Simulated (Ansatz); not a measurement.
Te: the change of pressure and energy less free atoms with volume scale

Periodic Kohn-Sham DFT of a crystal at fixed atoms, scaled to volume_scale times the given cell; pressure positive in compression, energy less spherical unpolarised free atoms, largest_vzz the field gradient of largest size among the nuclei. The results are calculated, by Ansatz 0.2.0.

The cell before it is scaled or strained (space group C2/m, No. 12):
```
CELL_PARAMETERS angstrom
4.23410 -2.37120 0.00000
4.23410 2.37120 0.00000
-0.13040 0.00000 3.95740
ATOMIC_POSITIONS crystal
Te 0.67600 0.67600 0.67500
Te 0.32400 0.32400 0.32500
Te 0.00000 0.00000 0.00000
```

Settings of every row: method all-electron LAPW; functional LDA; relativity scalar; k mesh 8x8x8; filling fermi-dirac; smearing width 0.05 eV; basis error target 1 meV/atom; nucleus gaussian.

Atom start moment: 0 on all atoms.

Limits: no spin-orbit coupling on heavy atoms.

| row | volume scale | V (Å³/atom) | pressure (GPa) | energy less free atoms (eV/atom) |
| --- | --- | --- | --- | --- |
| 1 | 0.94 | 24.899 | ? | ? |
| 2 | 0.98 | 25.958 | 6.55 | -3.6798 |
| 3 | 0.99 | 26.223 | 5.624 | -3.6898 |
| 4 | 1 | 26.488 | 4.746 | -3.6984 |
| 5 | 1.01 | 26.753 | 3.913 | -3.7055 |
| 6 | 1.02 | 27.018 | 3.122 | -3.7114 |
| 7 | 1.04 | 27.547 | 1.661 | -3.7192 |
| 8 | 1.06 | 28.076 | 0.346 | -3.7225 |

Question: what pressure and energy less free atoms should row 1 give?

Worked fit of pressure. Take u = (V_r/V)^(2/3) − 1 with V_r = 26.753 Å³ an atom, which is twice the finite (Eulerian) strain; such expansions in the strain, on which the Birch-Murnaghan equation of state is built, carry the rest volume and the bulk modulus. The shown rows have u = 0.02031, 0.01343, 0.00666, 0, -0.00655, -0.01931, -0.03167. Least squares give pressure = 3.9131 + 123.06 × u + 330.03 × u² GPa; a straight line predicts inner rows, each left out in turn, worse (root mean square 0.079 against 0.0014 GPa). The rows lie off it by 0.001, -0.001, -0.001, 0.000, 0.001, 0.001, -0.001. The withheld row has u = 0.04904, so the fit gives 3.9131 + 123.06 × (0.04904) + 330.03 × (0.04904)² = 10.742 GPa.

The calculation gave 10.777 GPa. The fit lies 0.035 GPa (0.34 % of the column's range) below it; its largest miss of a shown row is 0.001 GPa. This row lies beyond the range of the fit.

Worked fit of energy less free atoms. Take u = (V_r/V)^(2/3) − 1 with V_r = 26.753 Å³ an atom, which is twice the finite (Eulerian) strain; such expansions in the strain, on which the Birch-Murnaghan equation of state is built, carry the rest volume and the bulk modulus. The shown rows have u = 0.02031, 0.01343, 0.00666, 0, -0.00655, -0.01931, -0.03167. Least squares give energy less free atoms = −3.70553 + 0.9812 × u + 14.079 × u² eV/atom; a straight line predicts inner rows, each left out in turn, worse (root mean square 0.0034 against 4.5e-05 eV/atom). All shown rows lie on it to the printed digit. The withheld row has u = 0.04904, so the fit gives −3.70553 + 0.9812 × (0.04904) + 14.079 × (0.04904)² = -3.6236 eV/atom.

The calculation gave -3.623 eV/atom. The fit lies 0.0006 eV/atom (0.6 % of the column's range) below it; its largest miss of a shown row is 0.0000 eV/atom. This row lies beyond the range of the fit.
